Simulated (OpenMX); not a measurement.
Runs of OpenMX 3.8.5 on CdS (Hawleyite). The structure is cubic, space group F-43m (No. 216). Conventional cell: a = 5.833 Å, b = 5.833 Å, c = 5.833 Å, α = 90.00°, β = 90.00°, γ = 90.00°. Cd (site symmetry -43m) has 4 S at 2.53 Å as nearest neighbours. S (site symmetry -43m) has 4 Cd at 2.53 Å as nearest neighbours. 

```csv
task,level,potentials or basis,spin,cell,k mesh,smearing,SCF threshold,k mesh for the DOS,spin constraint,constraint strength,other keys,gap on the mesh (eV),pressure (GPa),moment (μB)
density of states,PBE+D3,"OpenMX 2013 LDA set, Cd7.0-s3p2d1, S7.0-s2p2d1, grid cutoff 500 Ry","collinear, random start","atoms moved at random, drawn with an rms of 0.1 Å",9 × 9 × 9,fermi-dirac 0.12926 eV,1e-08 Ha,12 × 12 × 12,-,-,scf.Init.Mixing.Weight = 0.001; scf.Max.Mixing.Weight = 0.4; …,1.25,-,0.00
band structure,LDA,"OpenMX 2013 LDA set, Cd7.0-s3p2d2, S7.0-s2p2d1f1, grid cutoff 500 Ry",off,as given,9 × 9 × 9,fermi-dirac 0.05 eV,1e-08 Ha,-,-,-,-,1.02,-1.9,-
density of states,LDA,"OpenMX 2013 LDA set, Cd7.0-s3p2d2, S7.0-s2p2d1f1, grid cutoff 500 Ry","non-collinear, zero start, SOC",as given,5 × 5 × 5,fermi-dirac 0.05 eV,1e-07 Ha,6 × 6 × 6,-,-,-,1.00,-,0.00
atomic charges,LDA,"OpenMX 2013 LDA set, Cd7.0-s3p2d2, S7.0-s2p2d1f1, grid cutoff 500 Ry","non-collinear, ferromagnetic start, SOC",as given,7 × 7 × 7,fermi-dirac 0.05 eV,1e-07 Ha,-,directions,0.5 eV,-,1.00,-,0.00
band structure,LDA-PW92,"OpenMX 2013 LDA set, Cd7.0-s3p2d2, S7.0-s2p2d1f1, grid cutoff 500 Ry","non-collinear, ferromagnetic start, SOC",as given,5 × 5 × 5,fermi-dirac 0.05 eV,1e-07 Ha,-,directions,0.5 eV,-,1.00,-,0.00
single point,LDA,"OpenMX 2013 LDA set, Cd7.0-s3p2d2f1, S7.0-s3p2d2f1, grid cutoff 500 Ry",off,volume scaled by 0.88,9 × 9 × 9,fermi-dirac 0.05 eV,1e-08 Ha,-,-,-,-,(a),7.8,-
```

Task: Fill in the values left out.

Result: (a) 1.21.

Caveats: the basis of atomic orbitals isn't converged, which shifts pressures, moduli and gaps; total energies with and without spin-orbit coupling shouldn't be compared in this program (some runs); the potentials were made for another functional, which shifts forces and pressure (some runs).

A k mesh can miss the band edges, and rows without SOC leave out spin-orbit coupling on Cd.
